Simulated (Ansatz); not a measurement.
Consider the substitution at a C–C bond: `CC(=O)CC(=O)c1ccccc1` + H–F → `O=C(F)c1ccccc1` + `CC(C)=O`.

Isolated molecules relaxed with PBE0-D4/def2-TZVP in Ansatz; ΔE leaves out vibrations. CBS: MP2 limit from def2 TZ/QZ plus the TZ coupled-cluster correction, frozen cores. This one scheme is used for every species. Functionals use def2-TZVPP. B3LYP here is the variant with VWN-RPA as its local correlation; programs differ in this. One conformer a species, not always the lowest.

```tsv
level	ΔE (kJ/mol)	difference from CCSD(T)/CBS
PBE0-D4	-24.5	-12.3
B3LYP-D4	-27.3	-15.1
ωB97M-V	-29.1	-16.9
PBE	-38.7	-26.5
r2SCAN	-37.4	-25.2
PBE0	-35.8	-23.6
CCSD/def2-TZVPP	-21.2	-9.0
MP2/def2-QZVPP	-5.4	6.8
SCS-MP2/def2-QZVPP	-14.6	-2.4
HF/CBS(def2)	-52.1	-39.9
CCSD(T)/CBS	-12.2	0
```

Largest T1 diagnostic among the species: 0.014.

The D4 term adds +18.6 kJ/mol with B3LYP and +11.3 kJ/mol with PBE0; it sums over pairs of atoms, weighted by their polarisabilities, and B3LYP, whose exchange is more repulsive, gets the larger term. In def2-TZVPP, CCSD(T) changes the Hartree–Fock value by +35.4 kJ/mol (the triples alone add +4.6 kJ/mol) and MP2 by +44.0 kJ/mol.

CCSD(T)/CBS has its own doubt, a few kJ/mol and more with outer-core shells, so smaller differences from it don't rank the levels.
